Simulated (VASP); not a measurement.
Runs of VASP 6.6.1 on AlAs. It takes space group F-43m (No. 216, cubic). The conventional cell has a = 5.661 Å, b = 5.661 Å, c = 5.661 Å, α = 90.00°, β = 90.00°, γ = 90.00°. Al (site symmetry -43m) is surrounded by 4 As at 2.45 Å. As (site symmetry -43m) is surrounded by 4 Al at 2.45 Å. The cell was built by a generator and needn't be a form met in nature.

| task | level | potentials or basis | spin | cell | k mesh | cutoff (eV) | gap on the mesh (eV) | pressure (GPa) |
| --- | --- | --- | --- | --- | --- | --- | --- | --- |
| relaxation of cell and atoms | PBEsol | VASP PAW PBE potentials, release 64 (Al, As) | off | relaxed | 10 × 10 × 10 | 600 | 1.34 | 0.0 |
| band structure | TB-mBJ | VASP PAW PBE potentials, release 64 (Al, As) | off | F-43m, 22.93 Å³/atom | 10 × 10 × 10 | 520 | 2.18 | - |
| band structure | LDA | VASP PAW LDA potentials, release 64 (Al, As) | off | F-43m, 22.93 Å³/atom | 10 × 10 × 10 | 520 | (a) | -1.7 |
| band structure | PBEsol | VASP PAW PBE potentials, release 64 (Al, As) | off | F-43m, 22.93 Å³/atom | 10 × 10 × 10 | 520 | 1.34 | 0.0 |
| band structure | PBEsol | VASP PAW PBE potentials, release 64 (Al, As) | SOC, no magnetisation | F-43m, 22.93 Å³/atom | 6 × 6 × 6 | 520 | - | 0.0 |

Alike in all rows: smearing gaussian 0.03 eV.

Problem. Fill in the values left out.

Solution. (a) 1.36.

Caveats: the PAW data sets were made with another functional, which shifts forces and pressure a little (some runs).

A k mesh can miss the band edges, and rows without SOC leave out spin-orbit coupling on As.
